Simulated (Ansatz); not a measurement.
## A series in volume per atom on CdS

All results are calculated (Ansatz 0.2.0). Plane-wave density functional theory, PAW datasets, Gaussian smearing 0.05 eV: Kohn-Sham gaps of one periodic cell over its k-point mesh and, where one was run, its band path; band edges are those on the mesh.

Cell of the first row (space group P6_3mc, No. 186):
```
cell vectors (Å)
   4.1403     0.0000     0.0000
  -2.0702     3.5856     0.0000
   0.0000     0.0000     6.7356
atoms (fractions of the cell vectors)
Cd  0.33330  0.66670  0.00420
Cd  0.66670  0.33330  0.50420
S   0.33330  0.66670  0.38080
S   0.66670  0.33330  0.88080
```

Settings of every row: paw set soft_2; functional PBE; spin treatment none; moment partition spheres; spin axis none; wave cutoff 420 eV; k mesh 10x10x6; SCF start atoms; lower state search light; symmetry use detected.

Atom first moment, atom hubbard u: 0 on all atoms.

Limits: semilocal functionals tend to give too small a gap; no spin-orbit coupling, which shifts gaps with heavier elements (CdS).

```
row  volume per atom (Å³)  band gap (eV)  direct gap (eV)
  1                24.998          1.208            1.208
  2                25.519           1.16             1.16
  3                 26.04              ?                ?
  4                26.561          1.065            1.065
  5                27.082          1.019            1.019
```

Question: what band gap should row 3 give?

Worked fit of band gap. Take t = volume per atom − 26, in Å³. The shown rows have t = -1.002, -0.481, 0.561, 1.082. Their means are 0.04 and 1.113 eV; the sums about the means are S_tt = 2.714 and S_ty = -0.2464, whose ratio is the slope. Least squares give band gap = 1.1166 − 0.09079 × t eV. The rows lie off it by 0.000, 0.000, -0.001, 0.001. The withheld row has t = 0.04, so the fit gives 1.1166 − 0.09079 × (0.04) = 1.113 eV.

The calculation gave 1.112 eV. The fit lies 0.001 eV (0.53 % of the column's range) above it, one unit of the last digit.

The other values of row 3: direct gap 1.112 eV.
